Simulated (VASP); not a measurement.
# LiH (Fm-3m) in VASP: settings compared, part 2 of 3

VASP 6.6.1. Earlier steps stand in the parts before.

### Step 4. Band structure, r2SCAN

INCAR reads:

```
SYSTEM = LiH
PREC = Accurate
ENCUT = 520
EDIFF = 1E-7
ISMEAR = 0
SIGMA = 0.02
LREAL = .FALSE.
LASPH = .TRUE.
NELM = 60
ALGO = Normal
ISIF = 2
LWAVE = .FALSE.
LCHARG = .FALSE.
METAGGA = R2SCAN
LMIXTAU = .TRUE.
NBANDS = 9
```

KPOINTS reads:

```
regular mesh
0
G
  12 12 12
  0 0 0
```

POSCAR reads:

```
LiH
1.0
    0.0000000000      2.0367500000      2.0367500000
    2.0367500000      0.0000000000      2.0367500000
    2.0367500000      2.0367500000      0.0000000000
Li H
1 1
Direct
    0.0000000000      0.0000000000      0.0000000000
    0.5000000000      0.5000000000      0.5000000000
```

KPOINTS_OPT reads:

```
path GXWKGLUWLK,UX
20
line-mode
reciprocal
 0.0000000000  0.0000000000  0.0000000000  G
 0.5000000000  0.0000000000  0.5000000000  X

 0.5000000000  0.0000000000  0.5000000000  X
 0.5000000000  0.2500000000  0.7500000000  W

 0.5000000000  0.2500000000  0.7500000000  W
 0.3750000000  0.3750000000  0.7500000000  K

 0.3750000000  0.3750000000  0.7500000000  K
 0.0000000000  0.0000000000  0.0000000000  G

 0.0000000000  0.0000000000  0.0000000000  G
 0.5000000000  0.5000000000  0.5000000000  L

 0.5000000000  0.5000000000  0.5000000000  L
 0.6250000000  0.2500000000  0.6250000000  U

 0.6250000000  0.2500000000  0.6250000000  U
 0.5000000000  0.2500000000  0.7500000000  W

 0.5000000000  0.2500000000  0.7500000000  W
 0.5000000000  0.5000000000  0.5000000000  L

 0.5000000000  0.5000000000  0.5000000000  L
 0.3750000000  0.3750000000  0.7500000000  K

 0.6250000000  0.2500000000  0.6250000000  U
 0.5000000000  0.0000000000  0.5000000000  X
```

Potentials or basis: VASP PAW PBE potentials, release 64 (Li_sv, H).

Command:

```
$ cat potpaw_PBE.64/Li_sv/POTCAR potpaw_PBE.64/H/POTCAR > POTCAR
$ mpirun -np 1 vasp_std > vasp.out
```

OUTCAR:

```text
SYSTEM = LiH
   PREC = Accurate
   ENCUT = 520
   EDIFF = 1E-7
   ISMEAR = 0
   LREAL = .FALSE.
   LASPH = .TRUE.
   NELM = 60
   ISIF = 2
   METAGGA = R2SCAN

 ion  position               nearest neighbor table
   1  0.000  0.000  0.000-
   2  0.500  0.500  0.500-

  LATTYP: Found a face centered cubic cell.
 ALAT       =     4.0735000000

  Lattice vectors:

 A1 = (   0.0000000000,   2.0367500000,   2.0367500000)
 A2 = (   2.0367500000,   0.0000000000,   2.0367500000)
 A3 = (   2.0367500000,   2.0367500000,   0.0000000000)

Analysis of symmetry for initial positions (statically):
=====================================================================
 Subroutine PRICEL returns:
 Original cell was already a primitive cell.

 Routine SETGRP: Setting up the symmetry group for a
 face centered cubic supercell.

 Subroutine GETGRP returns: Found 48 space group operations
 (whereof 48 operations were pure point group operations)
 out of a pool of 48 trial point group operations.

The static configuration has the point symmetry O_h .

Analysis of symmetry for dynamics (positions and initial velocities):
=====================================================================
 Subroutine PRICEL returns:
 Original cell was already a primitive cell.

 Routine SETGRP: Setting up the symmetry group for a
 face centered cubic supercell.

 Subroutine GETGRP returns: Found 48 space group operations
 (whereof 48 operations were pure point group operations)
 out of a pool of 48 trial point group operations.

The dynamic configuration has the point symmetry O_h .

 Subroutine INISYM returns: Found 48 space group operations
 (whereof 48 operations are pure point group operations),
 and found     1 'primitive' translations

----------------------------------------------------------------------------------------

                                     Primitive cell

  volume of cell :      16.8983

  direct lattice vectors                    reciprocal lattice vectors
     0.000000000  2.036750000  2.036750000    -0.245489137  0.245489137  0.245489137
     2.036750000  0.000000000  2.036750000     0.245489137 -0.245489137  0.245489137
     2.036750000  2.036750000  0.000000000     0.245489137  0.245489137 -0.245489137

  length of vectors
     2.880399473  2.880399473  2.880399473     0.425199658  0.425199658  0.425199658

  position of ions in fractional coordinates (direct lattice)
     0.000000000  0.000000000  0.000000000
     0.500000000  0.500000000  0.500000000

  ion indices of the primitive-cell ions
   primitive index   ion index
                 1           1
                 2           2

----------------------------------------------------------------------------------------

 KPOINTS: regular mesh

Automatic generation of k-mesh.
 Grid dimensions read from file:
 generate k-points for:   12   12   12

 Generating k-lattice:

  Cartesian coordinates                     Fractional coordinates (reciprocal lattice)
    -0.020457428  0.020457428  0.020457428     0.083333333  0.000000000  0.000000000
     0.020457428 -0.020457428  0.020457428     0.000000000  0.083333333  0.000000000
     0.020457428  0.020457428 -0.020457428     0.000000000  0.000000000  0.083333333

  Length of vectors
     0.035433305  0.035433305  0.035433305

  Shift w.r.t. Gamma in fractional coordinates (k-lattice)
     0.000000000  0.000000000  0.000000000

 Subroutine IBZKPT returns following result:
 ===========================================

 Found     72 irreducible k-points:

 Following reciprocal coordinates:
            Coordinates               Weight
  0.000000  0.000000  0.000000      1.000000
  0.083333  0.000000  0.000000      8.000000
  0.166667  0.000000  0.000000      8.000000
  0.250000  0.000000  0.000000      8.000000
  0.333333  0.000000  0.000000      8.000000
  0.416667  0.000000  0.000000      8.000000
[... 16 lines left out ...]
  0.500000  0.166667  0.000000     24.000000
 -0.416667  0.166667  0.000000     24.000000
 [... further k-points ...]
   k-points           NKPTS =     72   k-points in BZ     NKDIM =     72   number of bands    NBANDS=      9
   number of dos      NEDOS =    301   number of ions     NIONS =      2
   total plane-waves  NPLWV =  13824
   dimension x,y,z NGX =    24 NGY =   24 NGZ =   24
   dimension x,y,z NGXF=    48 NGYF=   48 NGZF=   48
   ions per type =               1   1
   NGX,Y,Z   is equivalent  to a cutoff of  13.85, 13.85, 13.85 a.u.
   NGXF,Y,Z  is equivalent  to a cutoff of  27.70, 27.70, 27.70 a.u.
 SYSTEM =  LiH
   PREC   = accura    normal or accurate (medium, high low for compatibility)
   ISTART =      0    job   : 0-new  1-cont  2-samecut
   ICHARG =      2    charge: 1-file 2-atom 10-const
   ISPIN  =      1    spin polarized calculation?
   LNONCOLLINEAR =      F non collinear calculations
   LSORBIT =      F    spin-orbit coupling
   LASPH  =      T    aspherical Exc in radial PAW
   ENCUT  =  520.0 eV  38.22 Ry    6.18 a.u.   5.36  5.36  5.36*2*pi/ulx,y,z
   NELM   =     60;   NELMIN=  2; NELMDL= -5     # of ELM steps
   EDIFF  = 0.1E-06   stopping-criterion for ELM
   LREAL  =      F    real-space projection
   EDIFFG = 0.1E-05   stopping-criterion for IOM
   NSW    =      0    number of steps for IOM
   IBRION =     -1    ionic relax: 0-MD 1-quasi-New 2-CG
   NFREE  =      0    steps in history (QN), initial steepest desc. (CG)
   ISIF   =      2    stress and relaxation
   ISYM   =      2    0-nonsym 1-usesym 2-fastsym
   POTIM  = 0.5000    time-step for ionic-motion
   TEBEG  =    0.0;   TEEND  =   0.0 temperature during run
   PSTRESS=    0.0 pullay stress
   NELECT =       4.0000    total number of electrons
   NUPDOWN=      -1.0000    fix difference up-down
   EMIN   =  10.00;   EMAX   =-10.00  energy-range for DOS
   EFERMI =   0.00;   METHOD = LEGACY
   ISMEAR =     0;   SIGMA  =   0.02  broadening in eV -4-tet -1-fermi 0-gaus
   EFERMI_NEDOS =   21; number of points for ismear=-14 and -15
   IALGO  =     38    algorithm
   IMIX   =      4    mixing-type and parameters
     AMIX     =   0.40;   BMIX     =  1.00
     AMIX_MAG =   1.60;   BMIX_MAG =  1.00
  volume/ion in A,a.u.               =       8.45        57.02
  Fermi-wavevector in a.u.,A,eV,Ry     =   1.012699  1.913724 13.953585  1.025560
  Thomas-Fermi vector in A             =   2.145824
   LORBIT       =      0    0 simple, 1 ext, 2 COOP (PROOUT), +10 PAW based schemes
   METAGGA = R2SCAN    functional components
   LHFCALC =     F    Hartree Fock is set to
   AEXX    =    0.0000 exact exchange contribution
   IVDW    =     0    specifies the selected vdW correction
   LEPSILON=     F    determine dielectric tensor
   LRPA    =     F    only Hartree local field effects (RPA)
 non-spin polarized calculation
 Gauss-broadening in eV      SIGMA  =   0.02
  energy-cutoff  :      520.00
  volume of cell :       16.90
 maximum number of plane-waves:       468
 NGX is ok and might be reduce to    24
   NGX = 11   NGY = 11   NGZ = 11

 number of electron       3.9999999 magnetization

 Free energy of the ion-electron system (eV)
  ---------------------------------------------------
  ext. energy  EPLUGINS =         0.00000000
  ---------------------------------------------------
  free energy    TOTEN  =        -6.81301881 eV

  energy without entropy =       -6.81301881  energy(sigma->0) =       -6.81301881

 E-fermi :  -0.2310     XC(G=0):  -8.6590

 val. band max:       -0.4043130246   @ k =   0.5000   0.5000   0.0000
 cond. band min:       3.2037671036   @ k =   0.5000   0.5000   0.0000
 fundamental gap:      3.6080801282
 Fermi energy:        -0.2310362422

 k-point     1 :       0.0000    0.0000    0.0000
  band No.  band energies     occupation
      1     -46.1819      2.00000
      2      -5.6704      2.00000
      3      16.5704      0.00000
      4      18.4633      0.00000
      5      18.4633      0.00000
      6      18.4642      0.00000
      7      22.8240      0.00000
      8      22.8240      0.00000
      9      22.8242      0.00000
[... 265 lines left out ...]
 k-point    24 :      -0.4167    0.1667    0.0000
  band No.  band energies     occupation
      1     -46.1412      2.00000
      2      -2.4119      2.00000
      3       5.3378      0.00000
      4      10.4060      0.00000
      5      14.8632      0.00000
      6      16.4166      0.00000
      7      22.6250      0.00000
      8      24.4688      0.00000
      9      28.3891      0.00000

 [... further k-points ...]

------------------------ aborting loop because EDIFF is reached ----------------------------------------

  FORCE on cell =-STRESS in cart. coord.  units (eV):
  Direction    XX          YY          ZZ          XY          YZ          ZX
  --------------------------------------------------------------------------------------
  -------------------------------------------------------------------------------------
  Total       -0.2169171     -0.2169171     -0.2169171      0.0000000      0.0000000      0.0000000
  in kB      -20.5665369    -20.5665369    -20.5665369      0.0000000      0.0000000      0.0000000
  external PRESSURE =     -20.5665369 kB  Pullay stress =       0.0000000 kB

 VOLUME and BASIS-vectors are now :
 -----------------------------------------------------------------------------
  energy-cutoff  :      520.00
  volume of cell :       16.90
      direct lattice vectors                 reciprocal lattice vectors
     0.000000000  2.036750000  2.036750000    -0.245489137  0.245489137  0.245489137
     2.036750000  0.000000000  2.036750000     0.245489137 -0.245489137  0.245489137
     2.036750000  2.036750000  0.000000000     0.245489137  0.245489137 -0.245489137

 POSITION                                       TOTAL-FORCE (eV/Angst)
 -----------------------------------------------------------------------------------
      0.00000      0.00000      0.00000        -0.000000     -0.000000     -0.000000
      2.03675      2.03675      2.03675         0.000000      0.000000      0.000000
 -----------------------------------------------------------------------------------
    total drift:                                0.000000     -0.000000     -0.000000

  FREE ENERGIE OF THE ION-ELECTRON SYSTEM (eV)
  ---------------------------------------------------
  free  energy   TOTEN  =        -6.8130188104 eV

  energy  without entropy=       -6.8130188104  energy(sigma->0) =       -6.81301881
```

Wall time 52 s (1 thread of Intel Xeon Platinum 8488C (Sapphire Rapids), shared host); peak memory 0.15 GiB.

What came out:

| Property | Result |
| --- | --- |
| Free energy | -6.8130 eV |
| Band gap on the k mesh | 3.61 eV, direct |
| Band gap along the path | 3.61 eV, direct |

Levels at the corners of the path, in eV from the valence-band top:
| point | band 1 | band 2 | band 3 | band 4 | band 5 | band 6 |
| --- | --- | --- | --- | --- | --- | --- |
| Γ | -45.78 | -5.27 | 16.97 | 18.87 | 18.87 | 18.87 |
| X | -45.73 | 0.00 | 3.61 | 11.49 | 11.49 | 14.73 |
| X | -45.73 | 0.00 | 3.61 | 11.49 | 11.49 | 14.73 |
| W | -45.73 | -0.22 | 5.91 | 5.91 | 12.53 | 18.82 |
| W | -45.73 | -0.22 | 5.91 | 5.91 | 12.53 | 18.82 |
| K | -45.73 | -0.48 | 4.77 | 8.21 | 12.65 | 17.27 |
| K | -45.73 | -0.48 | 4.77 | 8.21 | 12.65 | 17.27 |
| Γ | -45.78 | -5.27 | 16.97 | 18.87 | 18.87 | 18.87 |
| Γ | -45.78 | -5.27 | 16.97 | 18.87 | 18.87 | 18.87 |
| L | -45.74 | -2.50 | 5.54 | 14.50 | 17.68 | 17.68 |
| L | -45.74 | -2.50 | 5.54 | 14.50 | 17.68 | 17.68 |
| U | -45.73 | -0.48 | 4.77 | 8.21 | 12.65 | 17.27 |
| U | -45.73 | -0.48 | 4.77 | 8.21 | 12.65 | 17.27 |
| W | -45.73 | -0.22 | 5.91 | 5.91 | 12.53 | 18.82 |
| W | -45.73 | -0.22 | 5.91 | 5.91 | 12.53 | 18.82 |
| L | -45.74 | -2.50 | 5.54 | 14.50 | 17.68 | 17.68 |
| L | -45.74 | -2.50 | 5.54 | 14.50 | 17.68 | 17.68 |
| K | -45.73 | -0.48 | 4.77 | 8.21 | 12.65 | 17.27 |
| U | -45.73 | -0.48 | 4.77 | 8.21 | 12.65 | 17.27 |
| X | -45.73 | 0.00 | 3.61 | 11.49 | 11.49 | 14.73 |

Caveat: the cutoff is under 1.25 times the usual one of these potentials, so pressure, stress and relaxed cells hold a basis-set (Pulay) error; the PAW data sets were made with another functional, which shifts forces and pressure a little. r2SCAN opens gaps a little over a GGA but as a rule still falls short of measured ones.

### Step 5. Band structure, TB-mBJ

POSCAR is that of step 4.

INCAR.step1 reads:

```
SYSTEM = LiH
PREC = Accurate
ENCUT = 520
EDIFF = 1E-5
ISMEAR = 0
SIGMA = 0.02
LREAL = .FALSE.
LASPH = .TRUE.
NELM = 60
ALGO = Normal
ISIF = 2
LWAVE = .TRUE.
LCHARG = .FALSE.
NBANDS = 9
GGA = PE
```

INCAR.step2 reads:

```
SYSTEM = LiH
PREC = Accurate
ENCUT = 520
EDIFF = 1E-7
ISMEAR = 0
SIGMA = 0.02
LREAL = .FALSE.
LASPH = .TRUE.
NELM = 60
ALGO = Normal
ISIF = 2
LWAVE = .FALSE.
LCHARG = .FALSE.
METAGGA = MBJ
NBANDS = 9
ISTART = 1
```

KPOINTS is that of step 4.

KPOINTS_OPT is that of step 4.

Command:

```
$ cat potpaw_PBE.64/Li_sv/POTCAR potpaw_PBE.64/H/POTCAR > POTCAR
$ cp INCAR.step1 INCAR
$ mpirun -np 1 vasp_std > vasp.out
$ cp INCAR.step2 INCAR
$ mpirun -np 1 vasp_std > vasp.out
```

Wall time 43 s (1 thread of Intel Xeon Platinum 8488C (Sapphire Rapids), shared host); peak memory 0.15 GiB.

The run converged. Its results:

* Band gap on the k mesh: 5.05 eV, direct
* Band gap along the path: 5.05 eV, direct

Levels at the corners of the path, in eV from the valence-band top:
```csv
point,band 1,band 2,band 3,band 4,band 5,band 6
Γ,-46.14,-4.48,16.44,19.46,19.46,19.47
X,-46.10,0.00,5.05,12.53,12.54,15.87
X,-46.10,0.00,5.05,12.53,12.54,15.87
W,-46.10,-0.14,7.25,7.27,13.03,19.52
W,-46.10,-0.14,7.25,7.27,13.03,19.52
K,-46.10,-0.32,6.16,9.20,13.65,17.65
K,-46.10,-0.32,6.16,9.20,13.65,17.65
Γ,-46.14,-4.48,16.44,19.46,19.46,19.47
Γ,-46.14,-4.48,16.44,19.46,19.46,19.47
L,-46.11,-1.92,6.54,14.83,18.79,18.79
L,-46.11,-1.92,6.54,14.83,18.79,18.79
U,-46.10,-0.32,6.16,9.20,13.65,17.65
U,-46.10,-0.32,6.16,9.20,13.65,17.65
W,-46.10,-0.14,7.25,7.27,13.03,19.52
W,-46.10,-0.14,7.25,7.27,13.03,19.52
L,-46.11,-1.92,6.54,14.83,18.79,18.79
L,-46.11,-1.92,6.54,14.83,18.79,18.79
K,-46.10,-0.32,6.16,9.20,13.65,17.65
U,-46.10,-0.32,6.16,9.20,13.65,17.65
X,-46.10,0.00,5.05,12.53,12.54,15.87
```

Caveat: the cutoff is under 1.25 times the usual one of these potentials, so pressure, stress and relaxed cells hold a basis-set (Pulay) error; the PAW data sets were made with another functional, which shifts forces and pressure a little.

(Continued in part 3 of 3.)
